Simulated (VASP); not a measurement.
# BN (F-43m) in VASP: notebook, part 2 of 2

VASP 6.6.1.

### Step 3. Single point, PBE

This run uses another cell than the first one, of 5.95 Å³/atom, 1.008 times its volume.

INCAR reads:

```
PREC = Accurate
ENCUT = 600
EDIFF = 1E-6
ISMEAR = 0
SIGMA = 0.1
LREAL = F
LASPH = T
NELM = 120
ALGO = Normal
ISIF = 2
LWAVE = F
LCHARG = T
GGA = PE
LELF = T
LVHAR = T
NBANDS = 11
GGA_COMPAT = F
```

KPOINTS reads:

```
regular mesh
0
Gamma
  8 8 8
```

POSCAR reads:

```
BN
1.0
    0.0000000000      1.8121622641      1.8121622641
    1.8121622641      0.0000000000      1.8121622641
    1.8121622641      1.8121622641      0.0000000000
B N
1 1
Direct
    0.0000000000      0.0000000000      0.0000000000
    0.7500000000      0.7500000000      0.7500000000
```

Potentials or basis: VASP PAW PBE potentials, release 64 (B, N).

Launch:

```
$ cat potpaw_PBE.64/B/POTCAR potpaw_PBE.64/N/POTCAR > POTCAR
$ mpirun -np 1 vasp_std > vasp.out
```

OUTCAR:

```text
PREC = Accurate
   ENCUT = 600
   EDIFF = 1E-6
   ISMEAR = 0
   LREAL = F
   LASPH = T
   NELM = 120
   ISIF = 2
   GGA = PE

 ion  position               nearest neighbor table
   1  0.000  0.000  0.000-   2 1.57   2 1.57   2 1.57   2 1.57
   2  0.750  0.750  0.750-   1 1.57   1 1.57   1 1.57   1 1.57

  LATTYP: Found a face centered cubic cell.
 ALAT       =     3.6243245282

  Lattice vectors:

 A1 = (   0.0000000000,   1.8121622641,   1.8121622641)
 A2 = (   1.8121622641,   0.0000000000,   1.8121622641)
 A3 = (   1.8121622641,   1.8121622641,   0.0000000000)

Analysis of symmetry for initial positions (statically):
=====================================================================
 Subroutine PRICEL returns:
 Original cell was already a primitive cell.

 Routine SETGRP: Setting up the symmetry group for a
 face centered cubic supercell.

 Subroutine GETGRP returns: Found 24 space group operations
 (whereof 24 operations were pure point group operations)
 out of a pool of 48 trial point group operations.

The static configuration has the point symmetry T_d .

Analysis of symmetry for dynamics (positions and initial velocities):
=====================================================================
 Subroutine PRICEL returns:
 Original cell was already a primitive cell.

 Routine SETGRP: Setting up the symmetry group for a
 face centered cubic supercell.

 Subroutine GETGRP returns: Found 24 space group operations
 (whereof 24 operations were pure point group operations)
 out of a pool of 48 trial point group operations.

The dynamic configuration has the point symmetry T_d .

 Subroutine INISYM returns: Found 24 space group operations
 (whereof 24 operations are pure point group operations),
 and found     1 'primitive' translations

----------------------------------------------------------------------------------------

                                     Primitive cell

  volume of cell :      11.9020

  direct lattice vectors                    reciprocal lattice vectors
     0.000000000  1.812162264  1.812162264    -0.275913482  0.275913482  0.275913482
     1.812162264  0.000000000  1.812162264     0.275913482 -0.275913482  0.275913482
     1.812162264  1.812162264  0.000000000     0.275913482  0.275913482 -0.275913482

  length of vectors
     2.562784451  2.562784451  2.562784451     0.477896169  0.477896169  0.477896169

  position of ions in fractional coordinates (direct lattice)
     0.000000000  0.000000000  0.000000000
     0.750000000  0.750000000  0.750000000

  ion indices of the primitive-cell ions
   primitive index   ion index
                 1           1
                 2           2

----------------------------------------------------------------------------------------

 KPOINTS: regular mesh

Automatic generation of k-mesh.
 Grid dimensions read from file:
 generate k-points for:    8    8    8

 Generating k-lattice:

  Cartesian coordinates                     Fractional coordinates (reciprocal lattice)
    -0.034489185  0.034489185  0.034489185     0.125000000  0.000000000  0.000000000
     0.034489185 -0.034489185  0.034489185     0.000000000  0.125000000  0.000000000
     0.034489185  0.034489185 -0.034489185     0.000000000  0.000000000  0.125000000

  Length of vectors
     0.059737021  0.059737021  0.059737021

  Shift w.r.t. Gamma in fractional coordinates (k-lattice)
     0.000000000  0.000000000  0.000000000

 Subroutine IBZKPT returns following result:
 ===========================================

 Found     29 irreducible k-points:

 Following reciprocal coordinates:
            Coordinates               Weight
  0.000000  0.000000  0.000000      1.000000
  0.125000  0.000000  0.000000      8.000000
  0.250000  0.000000  0.000000      8.000000
  0.375000  0.000000  0.000000      8.000000
  0.500000  0.000000  0.000000      4.000000
  0.125000  0.125000  0.000000      6.000000
[... 16 lines left out ...]
  0.500000  0.250000  0.125000     48.000000
 -0.375000  0.250000  0.125000     24.000000
 [... further k-points ...]
   k-points           NKPTS =     29   k-points in BZ     NKDIM =     29   number of bands    NBANDS=     11
   number of dos      NEDOS =    301   number of ions     NIONS =      2
   total plane-waves  NPLWV =   8000
   dimension x,y,z NGX =    20 NGY =   20 NGZ =   20
   dimension x,y,z NGXF=    40 NGYF=   40 NGZF=   40
   ions per type =               1   1
   NGX,Y,Z   is equivalent  to a cutoff of  12.97, 12.97, 12.97 a.u.
   NGXF,Y,Z  is equivalent  to a cutoff of  25.95, 25.95, 25.95 a.u.
 SYSTEM =  unknown system
   PREC   = accura    normal or accurate (medium, high low for compatibility)
   ISTART =      0    job   : 0-new  1-cont  2-samecut
   ICHARG =      2    charge: 1-file 2-atom 10-const
   ISPIN  =      1    spin polarized calculation?
   LNONCOLLINEAR =      F non collinear calculations
   LSORBIT =      F    spin-orbit coupling
   LASPH  =      T    aspherical Exc in radial PAW
   ENCUT  =  600.0 eV  44.10 Ry    6.64 a.u.   5.12  5.12  5.12*2*pi/ulx,y,z
   NELM   =    120;   NELMIN=  2; NELMDL= -5     # of ELM steps
   EDIFF  = 0.1E-05   stopping-criterion for ELM
   LREAL  =      F    real-space projection
   EDIFFG = 0.1E-04   stopping-criterion for IOM
   NSW    =      0    number of steps for IOM
   IBRION =     -1    ionic relax: 0-MD 1-quasi-New 2-CG
   NFREE  =      0    steps in history (QN), initial steepest desc. (CG)
   ISIF   =      2    stress and relaxation
   ISYM   =      2    0-nonsym 1-usesym 2-fastsym
   POTIM  = 0.5000    time-step for ionic-motion
   TEBEG  =    0.0;   TEEND  =   0.0 temperature during run
   PSTRESS=    0.0 pullay stress
   NELECT =       8.0000    total number of electrons
   NUPDOWN=      -1.0000    fix difference up-down
   EMIN   =  10.00;   EMAX   =-10.00  energy-range for DOS
   EFERMI =   0.00;   METHOD = LEGACY
   ISMEAR =     0;   SIGMA  =   0.10  broadening in eV -4-tet -1-fermi 0-gaus
   EFERMI_NEDOS =   21; number of points for ismear=-14 and -15
   IALGO  =     38    algorithm
   IMIX   =      4    mixing-type and parameters
     AMIX     =   0.40;   BMIX     =  1.00
     AMIX_MAG =   1.60;   BMIX_MAG =  1.00
  volume/ion in A,a.u.               =       5.95        40.16
  Fermi-wavevector in a.u.,A,eV,Ry     =   1.434050  2.709962 27.980388  2.056501
  Thomas-Fermi vector in A             =   2.553501
   LORBIT       =      0    0 simple, 1 ext, 2 COOP (PROOUT), +10 PAW based schemes
   GGA     = PE    functional components
   LHFCALC =     F    Hartree Fock is set to
   AEXX    =    0.0000 exact exchange contribution
   IVDW    =     0    specifies the selected vdW correction
   LEPSILON=     F    determine dielectric tensor
   LRPA    =     F    only Hartree local field effects (RPA)
 non-spin polarized calculation
 Gauss-broadening in eV      SIGMA  =   0.10
  energy-cutoff  :      600.00
  volume of cell :       11.90
 maximum number of plane-waves:       415
   NGX = 11   NGY = 11   NGZ = 11

 number of electron       7.9999999 magnetization

 Free energy of the ion-electron system (eV)
  ---------------------------------------------------
  ext. energy  EPLUGINS =         0.00000000
  ---------------------------------------------------
  free energy    TOTEN  =       -17.45431871 eV

  energy without entropy =      -17.45431871  energy(sigma->0) =      -17.45431871

 E-fermi :   7.7124     XC(G=0): -12.7840

 val. band max:        7.3078988861   @ k =   0.0000   0.0000   0.0000
 cond. band min:      11.7589866977   @ k =   0.5000   0.5000   0.0000
 fundamental gap:      4.4510878116
 Fermi energy:         7.7124109014

 k-point     1 :       0.0000    0.0000    0.0000
  band No.  band energies     occupation
      1     -12.8354      2.00000
      2       7.3079      2.00000
      3       7.3079      2.00000
      4       7.3079      2.00000
      5      16.0907      0.00000
      6      16.0907      0.00000
      7      16.0907      0.00000
      8      17.5324      0.00000
      9      31.9151      0.00000
     10      34.9801      0.00000
     11      34.9801      0.00000
[... 309 lines left out ...]
 k-point    24 :      -0.3750    0.2500    0.1250
  band No.  band energies     occupation
      1      -7.9590      2.00000
      2      -2.3232      2.00000
      3       2.5113      2.00000
      4       3.8854      2.00000
      5      16.8666      0.00000
      6      18.4108      0.00000
      7      21.5779      0.00000
      8      22.9803      0.00000
      9      26.6892      0.00000
     10      33.0158      0.00000
     11      34.6639      0.00000

 [... further k-points ...]

------------------------ aborting loop because EDIFF is reached ----------------------------------------

  FORCE on cell =-STRESS in cart. coord.  units (eV):
  Direction    XX          YY          ZZ          XY          YZ          ZX
  --------------------------------------------------------------------------------------
  -------------------------------------------------------------------------------------
  Total        0.0062803      0.0062803      0.0062803     -0.0000000      0.0000000     -0.0000000
  in kB        0.8454181      0.8454181      0.8454181     -0.0000000      0.0000000     -0.0000000
  external PRESSURE =       0.8454181 kB  Pullay stress =       0.0000000 kB

 VOLUME and BASIS-vectors are now :
 -----------------------------------------------------------------------------
  energy-cutoff  :      600.00
  volume of cell :       11.90
      direct lattice vectors                 reciprocal lattice vectors
     0.000000000  1.812162264  1.812162264    -0.275913482  0.275913482  0.275913482
     1.812162264  0.000000000  1.812162264     0.275913482 -0.275913482  0.275913482
     1.812162264  1.812162264  0.000000000     0.275913482  0.275913482 -0.275913482

 POSITION                                       TOTAL-FORCE (eV/Angst)
 -----------------------------------------------------------------------------------
      0.00000      0.00000      0.00000        -0.000000      0.000000     -0.000000
      2.71824      2.71824      2.71824         0.000000     -0.000000      0.000000
 -----------------------------------------------------------------------------------
    total drift:                               -0.000000     -0.000000     -0.000000

  FREE ENERGIE OF THE ION-ELECTRON SYSTEM (eV)
  ---------------------------------------------------
  free  energy   TOTEN  =       -17.4543187125 eV

  energy  without entropy=      -17.4543187125  energy(sigma->0) =      -17.45431871
```

OSZICAR:

```text
N       E                     dE             d eps       ncg     rms          rms(c)
DAV:   1     0.155366788212E+02    0.15537E+02   -0.54498E+03   638   0.817E+02
DAV:   2    -0.176728576277E+02   -0.33210E+02   -0.32283E+02   798   0.194E+02
DAV:   3    -0.184073435411E+02   -0.73449E+00   -0.73301E+00   746   0.233E+01
DAV:   4    -0.184082982979E+02   -0.95476E-03   -0.95474E-03   725   0.954E-01
DAV:   5    -0.184082991418E+02   -0.84392E-06   -0.84388E-06   722   0.288E-02    0.664E+00
DAV:   6    -0.175376033462E+02    0.87070E+00   -0.29578E+00   718   0.104E+01    0.321E+00
DAV:   7    -0.174681074806E+02    0.69496E-01   -0.97892E-02   716   0.263E+00    0.190E+00
DAV:   8    -0.174540411741E+02    0.14066E-01   -0.35570E-02   710   0.138E+00    0.189E-01
DAV:   9    -0.174542251767E+02   -0.18400E-03   -0.92358E-04   665   0.261E-01    0.823E-02
DAV:  10    -0.174543134475E+02   -0.88271E-04   -0.12321E-04   694   0.101E-01    0.153E-02
DAV:  11    -0.174543186368E+02   -0.51894E-05   -0.86603E-06   734   0.248E-02    0.102E-02
DAV:  12    -0.174543187125E+02   -0.75668E-07   -0.14456E-06   403   0.891E-03
   1 F= -.17454319E+02 E0= -.17454319E+02  d E =-.258762E-10
```

Run time: 7.5 s. Hardware: 1 thread of AMD EPYC 7R43 (Zen 3), shared host; peak memory 0.09 GiB.

Results:

```yaml
Free_energy: -17.4543 eV
Pressure: 0.1 GPa
Band_gap_on_the_k_mesh: 4.45 eV, indirect (least direct gap 8.78 eV)
```

### Step 4. How close it comes

Step 3. Against the measured gap of BN, 6.4 eV (indirect; 300 K; a printed reference work, monograph), the calculated 4.45 eV is off by -1.95 eV. The value is that of PBE on a finite k mesh, which can miss the band edges, without temperature or zero-point motion. Semilocal functionals fall short of measured gaps as a rule.
